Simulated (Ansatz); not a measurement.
A single-point run of Ansatz (plane waves, PAW) on zincblende AlAs, with the lines that name the functional removed. The cell was relaxed with r2SCAN and then strained, so it isn't that functional's minimum.

```
Al As
1.0
     0.00000    2.83892    2.83892
     2.83892    0.00000    2.83892
     2.83892    2.83892    0.00000
Al As
1 1
Direct
  0.00000 0.00000 0.00000
  0.25000 0.25000 0.25000
```

```
Crystal: 2 atoms, lattice volume = 45.761 Å³
Basis set: ecut = 420 eV, 893 PW (Γ)
Bands: 13, of which v1, the nominal top of the filled ones, is band 9 counted from 1 (8 counted from 0)
Symmetry: 24 space group operations
Space group: F-43m (ITA 216)
k-points: 29 of 512 (time reversal used)
preconditioner: auto → none  [insulator: Δε(μ)=1.435 eV  σ=0.020 eV  ℏωp=15.5 eV]
SCF 1 converged in 6 iterations: F = -5394.607314 eV  dr2 = 3.53e-10
SCF converged after 6 iterations
Free energy (F): -5394.607314 eV
Fermi energy:    6.998789 eV
--- Per-component energies (eV) ---
  E_band       = -267.912080
  E_kinetic    = 126.548744
  E_local      = -2120.568451
  E_nonlocal   = -659.966907
  E_hartree    = 1133.399769
  E_xc         = -118.992436
  E_vxc        = -108.300321
  E_paw        = -2303.065022
  E_vpaw       = 227.575365
  E_ewald      = -1451.963017
--- Stress (GPa, compression-positive) ---
        1.894650       0.000000       0.000000
        0.000000       1.894650       0.000000
        0.000000       0.000000       1.894650
  P = ⅓ Tr σ = 1.8946 GPa (18.946 kbar)
--- Band table (eV; the first three rows and the last of 29) ---
  k-point 0: bands = […, -28.0893, -28.0893, -5.5446, 6.2687, 6.2687, 6.2687, 8.2515, 10.5565, 10.5565, 10.5565]
  k-point 1: bands = […, -28.0893, -28.0893, -5.3937, 4.8460, 6.1100, 6.1100, 9.0130, 10.8353, 10.8353, 10.9454]
  k-point 2: bands = […, -28.0893, -28.0893, -4.9756, 2.9060, 5.7961, 5.7961, 8.8538, 11.1764, 11.1764, 12.6714]
  k-point 28: bands = […, -28.0895, -28.0888, -3.5794, 1.2164, 3.1342, 3.4851, 10.5946, 11.8722, 11.9512, 12.3250]
```

bands.tsv, columns around the gap (it counts bands from 0):
```tsv
# k_distance	band_4	band_5	band_6	band_7	band_8	band_9	band_10	band_11	band_12
# fermi_ev = 6.998789
# [0, 0, 0] at k_distance = 0.000000
# [-0.5, -0.5, 0] at k_distance = 1.106614
# [-0.375, -0.375, 0.25] at k_distance = 1.497861
# [-0.375, 0, 0.375] at k_distance = 2.175520
# [0, 0, 0.5] at k_distance = 2.853180
# [-0.5, -0.25, 0.25] at k_distance = 3.635674
# [0, 0.5, 0.5] at k_distance = 4.872906
# levels_relative_to = fermi_ev
0.000	-35.088	-12.543	-0.730	-0.730	-0.730	1.253	3.558	3.558	3.558
1.107	-35.087	-10.609	-6.118	-2.876	-2.876	0.730	1.573	9.528	9.528
1.498	-35.088	-10.639	-5.866	-4.097	-2.509	1.521	4.229	7.408	7.542
2.176	-35.088	-10.639	-5.866	-4.097	-2.509	1.521	4.229	7.408	7.542
2.853	-35.088	-11.148	-6.249	-1.545	-1.545	1.385	3.955	3.955	7.010
3.636	-35.088	-10.578	-5.782	-3.865	-3.514	3.596	4.873	4.952	5.326
4.873	-35.087	-10.609	-6.118	-2.876	-2.876	0.730	1.573	9.528	9.528
```
In order the rows are Γ, X, U, K, L, W, X.

Problem. Which functional gave these numbers?
A. PBE
B. PBE0
C. LDA
D. r2SCAN

Solution. A. PBE. There is no exchange loop, so no exact exchange. The compression on the r2SCAN cell fits PBE, which tends to larger cells. PBE gives an indirect gap of 1.46 eV, from Γ to X; the least direct gap is 1.98 eV at Γ. The log narrows the family; the member has to be judged from the numbers.

Command: `ansatz run input.yaml --threads 2 --pin off --max-ram 20275MiB --backend cpu --events-out ev --progress --plain --runs-dir out`. It took 0.84 s on 2 threads of AMD EPYC 7R13 Processor (Zen 3), with other jobs on the host; peak host memory 0.53 GiB.

The values are computed, spin-unpolarised, and not measurements.

Spin-orbit coupling is left out.
